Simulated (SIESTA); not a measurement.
# Predicting one run from its neighbours: the energy of slabs against their depth, the (100) slab of BaSnO3 (cut from a parent of space group no. 221; 10 atoms in the cell)

```yaml
crystal:
  lattice:
    - [4.10764, 0.00000, 0.00000]
    - [0.00000, 4.10764, 0.00000]
    - [0.00000, 0.00000, 20.16152]
  atoms:
    - { symbol: Ba, position: [0.00000, 0.00000, 0.44907] }
    - { symbol: Sn, position: [0.50000, 0.50000, 0.34720] }
    - { symbol: O, position: [0.00000, 0.50000, 0.34720] }
    - { symbol: O, position: [0.50000, 0.50000, 0.44907] }
    - { symbol: O, position: [0.50000, 0.00000, 0.34720] }
    - { symbol: Ba, position: [0.00000, 0.00000, 0.65280] }
    - { symbol: Sn, position: [0.50000, 0.50000, 0.55094] }
    - { symbol: O, position: [0.00000, 0.50000, 0.55094] }
    - { symbol: O, position: [0.50000, 0.50000, 0.65280] }
    - { symbol: O, position: [0.50000, 0.00000, 0.55094] }
```
(The smallest cell of the table.)

Level of theory: GGA PBEsol, numerical atomic orbitals DZP, PseudoDojo PBEsol standard norm-conserving potentials (rewritten from UPF to PSML) (SIESTA).

Base settings: XC.functional = GGA; XC.authors = PBEsol; potentials = PseudoDojo PBEsol standard; PAO.BasisSize = DZP; PAO.EnergyShift = 0.005 Ry; MeshCutoff = 350 Ry; kgrid.MonkhorstPack = 3 3 1; OccupationFunction = FD; ElectronicTemperature = 0.02 eV; MaxSCFIterations = 150.

The starting cell has typed, rounded lattice constants, without a prior relaxation at this level. The slab is cut from that crystal, and its faces are unrelaxed. Its lattice was rescaled by up to half a per cent. Spin polarisation is off, though cut faces can carry moments; a gap of a slab can lie between surface states. The two faces of this cut differ, and no dipole correction was used. Values carry the incompleteness of an atom-centred basis. Forces in the cell shown exceed 1 eV/Å.

Deep slabs follow E = 2Aγ + N·e, so a straight line through E against N gives the surface energy without a separate bulk run; a round N·e is taken off to keep the numbers short. The area A is 16.873 Å².

| atoms N | E − N·(-849.857 eV) (eV) |
|---|---|
| 10 | 1.9472 |
| 15 | ? |
| 20 | 0.9751 |
| 25 | 0.4909 |
| 30 | 0.0058 |

Fit the line to the 4 rows given and predict the withheld one.

Means: x̄ = 21.250, ȳ = 0.85475. Σ(x − x̄)(y − ȳ) = -21.23 and Σ(x − x̄)² = 218.8, so b = -0.09707 and a = ȳ − b·x̄ = 2.9175; γ = a/2A = 1.385 J/m² (unrelaxed, mean of the two faces) and e = -849.9541 eV per atom. The largest residual of the fitted rows is 0.0010. At x = 15 the line gives 1.4614 eV. The run gave 1.4601 eV, a miss of 0.0013 eV. The table is a window of a longer ladder. The rows were chosen because the form fits them, the withheld one included, so this shows the method and is no test of the form.

Left out of this page: 1 run of the series outside the window shown, repeating another row's setting, or not comparable.
